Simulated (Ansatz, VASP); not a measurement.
## Ta in VASP and in Ansatz

File INCAR:

```
SYSTEM = Ta
  ALGO = Fast
  EDIFF = 1E-7
  ENCUT = 520
  GGA = PE
  ISIF = 2
  ISMEAR = 0
  LASPH = .True.
  LCHARG = .False.
  LREAL = .False.
  LWAVE = .False.
  NBANDS = 12
  NELM = 100
  PREC = Accurate
  SIGMA = 0.15
```

File KPOINTS:

```
k-points
0
Gamma
  18 18 18
  0 0 0
```

File POSCAR:

```
Ta
1.0
   -1.5225761745      1.6594835689      1.4105610336
    1.5225761745     -1.6594835689      1.4105610336
    1.5225761745      1.6594835689     -1.4105610336
Ta
1
Direct
    0.0000000000      0.0000000000      0.0000000000
```

Input for Ansatz:

```yaml
crystal:
  lattice:
    - [-1.5225761745, 1.6594835689, 1.4105610336]
    - [1.5225761745, -1.6594835689, 1.4105610336]
    - [1.5225761745, 1.6594835689, -1.4105610336]
  atoms:
    - { symbol: Ta, position: [0.0, 0.0, 0.0] }
basis:
  ecutwfc: 420
kpoints:
  mp_grid: { grid: [18, 18, 18] }
hamiltonian:
  xc: pbe
  pseudopotentials: { kind: paw, azcp: { folder: soft_1 } }
scf:
  occupations: { method: gaussian, width: 0.15 }
output:
  forces: true
  stress: true
  eigenvalues: true
```

Change from the starting cell: normal strain along x -0.0825, normal strain along z -0.1500.

Alike in both runs: task single point; functional PBE; k mesh 18 × 18 × 18; occupations gaussian, width 0.15 eV; no spin polarisation.

```csv
,VASP,Ansatz
version,VASP 6.6.1,Ansatz 0.2.0
potentials or method,"VASP PAW PBE potentials, release 64 (Ta_pv)","scalar-relativistic, plane waves, PAW"
plane-wave cutoff (eV),520,420
valence electrons in the cell,11,13
```

```tsv
	VASP	Ansatz	Ansatz less VASP
gap on the k mesh at the Fermi level (eV)	none	none	-
pressure (GPa)	80.4	79.3	-1.06
largest component of the traceless stress (GPa)	16.61	16.57	-0.041
```

A gap of «none» marks a metal or a gap that the smearing closes. The two sets of potentials don't hold the same shells in valence.

Caveats: the cell as given lies far from equilibrium; so large a pressure means that the cell lies far from this level's equilibrium, or that cutoff or potentials fall short (VASP). The runs have no spin-orbit coupling, so splittings on Ta are missing.
